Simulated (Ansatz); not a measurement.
Lu:

```
Lu
1.0
     1.74073    1.00501    8.48515
    -1.74073    1.00501    8.48515
     0.00000   -2.01003    8.48515
Lu
3
Direct
  0.22169 0.22169 0.22169
  0.77831 0.77831 0.77831
  0.00000 0.00000 0.00000
```

This isn't the form of Lu at room conditions, which is hcp.

- Program: Ansatz 0.2.0
- Task: single point
- Functional: PBE
- Potentials or basis: Ansatz PAW
- Cutoff: 420 eV (not typed: the program's choice for these potentials)
- k mesh: 9 × 9 × 9
- Occupations: fermi-dirac, width 0.05 eV
- Spin: no spin polarisation

On this cell: pressure -1.0 GPa; largest force under 0.003 eV/Å; band gap on the k mesh none (metal or under the smearing width).

The same run follows on a disturbed copy (atoms moved at random, drawn with an rms of 0.05 Å):

```
Lu
1.0
     1.74073    1.00501    8.48515
    -1.74073    1.00501    8.48515
     0.00000   -2.01003    8.48515
Lu
3
Direct
  0.23359 0.22068 0.20933
  0.78838 0.78311 0.76499
  0.99852 0.99244 0.01138
```

What changes?

The energy (extrapolated to zero smearing) moves by +1.4 meV/atom; pressure -1.0 GPa; largest force 0.105 eV/Å; band gap on the k mesh none (metal or under the smearing width).

Forces in eV/Å, atoms in the order of the input:
```
Lu  -0.018 -0.028  0.099
Lu   0.012 -0.047 -0.040
Lu   0.005  0.075 -0.059
```

Stress tensor (GPa, compression positive):
```
-0.57  0.02 -0.01
 0.02 -0.54 -0.03
-0.01 -0.03 -1.96
```
